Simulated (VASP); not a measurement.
HfO2:

```
Hf O
1.0
     3.55802    0.00000    0.00000
     0.00000    3.55802    0.00000
     0.00000    0.00000    5.17186
Hf O
2 4
Direct
  0.00000 0.00000 0.00000
  0.50000 0.50000 0.50000
  0.00000 0.50000 0.19721
  0.50000 0.00000 0.30279
  0.50000 0.00000 0.80279
  0.00000 0.50000 0.69721
```

Measurements of this composition are mostly on another form, of space group No. 14.

- Program: VASP 6.6.1
- Task: single point
- Functional: PBEsol
- Potentials or basis: VASP PAW PBE potentials, release 64 (Hf, O)
- Cutoff: 900 eV
- k mesh: 9 × 9 × 7
- Occupations: gaussian, width 0.05 eV
- Spin: no spin polarisation

On this cell: pressure -1.3 GPa; largest force 0.165 eV/Å; band gap on the k mesh 4.60 eV, indirect (least direct gap 4.68 eV).

The same run follows on a disturbed copy (grid = ENCUT=900 k=9x9x7 ISMEAR=0 SIGMA=0.05 PREC=Accurate EDIFF=1e-08 LREAL=False ADDGRID=False LASPH=True; atoms moved at random, drawn with an rms of 0.1 Å):

```
CELL_PARAMETERS angstrom
3.55802 0.00000 0.00000
0.00000 3.55802 0.00000
0.00000 0.00000 5.17186
ATOMIC_POSITIONS crystal
Hf 0.02263 0.99338 0.99309
Hf 0.51610 0.50044 0.52499
O 0.00367 0.49998 0.19051
O 0.50599 0.97772 0.29056
O 0.49071 0.99635 0.80709
O 0.01244 0.50683 0.69573
```

Question: What changes?

Answer: The energy moves by +95.4 meV/atom; pressure 2.2 GPa; largest force 4.076 eV/Å; band gap on the k mesh 3.79 eV, indirect (least direct gap 3.85 eV).

Forces on the atoms (eV/Å):
```
Hf  -1.782  0.143  3.230
Hf  -0.261 -0.274 -4.058
O    0.006 -0.773  0.085
O   -0.132  0.958  1.649
O    2.459  0.127 -1.829
O   -0.289 -0.180  0.923
```

Stress tensor (GPa, compression positive):
```
14.33  0.24 -3.74
 0.24 -6.92 -1.25
-3.74 -1.25 -0.71
```

Caveats: the PAW data sets were made with another functional, which shifts forces and pressure a little; spin-orbit coupling is left out, which moves the levels of the heavy elements; an odd mesh through Γ misses points on the zone boundary, where band edges often lie.
